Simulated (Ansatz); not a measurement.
Start of a relaxation of AlCo:

```xyz
6
Lattice="-2.4916 2.4916 3.8928 2.4916 -2.4916 3.8928 2.4916 2.4916 -3.8928" Properties=species:S:1:pos:R:3 pbc="T T T"
Al    0.0000    2.4916    0.0000
Al    2.4916    0.0000    0.0000
Al    0.0000    0.0000    3.8928
Co    0.0000    0.0000    5.9789
Co    0.0000    0.0000    1.8067
Co    0.0000    0.0000    0.0000
```

Theory: DFT PBE, scalar-relativistic, plane waves, PAW (Ansatz). Cutoff 420 eV, Gaussian smearing, Γ-centred meshes. Cell and atoms relax first on a coarse mesh and then on a finer one. In between, the cell is made exact in the group found at 0.06 Å. In metals the finer mesh still leaves noise of several meV/atom or more. The steps can't lower the symmetry of their start, moments included. Collinear spin, starting moments 0 0 0 3 -3 -3 μB in the order of the atoms.

A guess keeps its type if space group and coordination stay and the shape of the cell changes little (axis ratios within about 15 %, angles within 6°); the volume may change.

Q: Does it keep its structure type, or change into something else?

A: It doesn't keep its type. The symmetry goes from I4/mmm (No. 139) to I4mm (No. 107). The volume per atom shrinks by 17.1 %, from 16.1 to 13.4 Å³. The shortest distance goes from 1.81 Å (Co–Co) to 2.27 Å (Al–Co). Counting neighbours within 15 % of an atom's shortest distance, the start has Al 2/4, Co 1/2 and the end Al 1/10, Co 5/9. In detail, at the end Al on a site of symmetry 2mm is surrounded by 4 Co at 2.35–2.45 Å, 4 Al at 2.61 Å, 2 Co at 2.66 Å and 2 Al at 2.83 Å; Al on a site of symmetry 4mm is surrounded by 1 Co at 2.27 Å, 4 Co at 2.67 Å and 4 Al at 2.83 Å; Co on its first site has 5 Al at 2.27–2.35 Å, 4 Co at 2.65 Å and 1 Co at 3.05 Å; 2 more sites not described.

```
Al Co
1.0
    -1.84794    1.84794    5.86759
     1.84794   -1.84794    5.86759
     1.84794    1.84794   -5.86759
Al Co
3 3
Cartesian
  1.8479 0.0000 4.8249
  0.0000 1.8479 4.8249
  0.0000 0.0000 6.9716
  0.0000 0.0000 9.2436
  0.0000 0.0000 2.9113
  0.0000 0.0000 0.5617
```

The last run used collinear spin, a 14×14×14 mesh for its 6-atom cell and Gaussian smearing of 0.10 eV. The magnetic state reached may not be the lowest. Symmetry constrained the relaxation, so the result can be a saddle point. Another cell of AlCo relaxed alike, in Pm-3m (a Materials Project cell), lies 0.58 eV/atom lower, so this cell isn't the stable form at this level.

In counts of neighbours, a slash parts the counts of unlike sites.
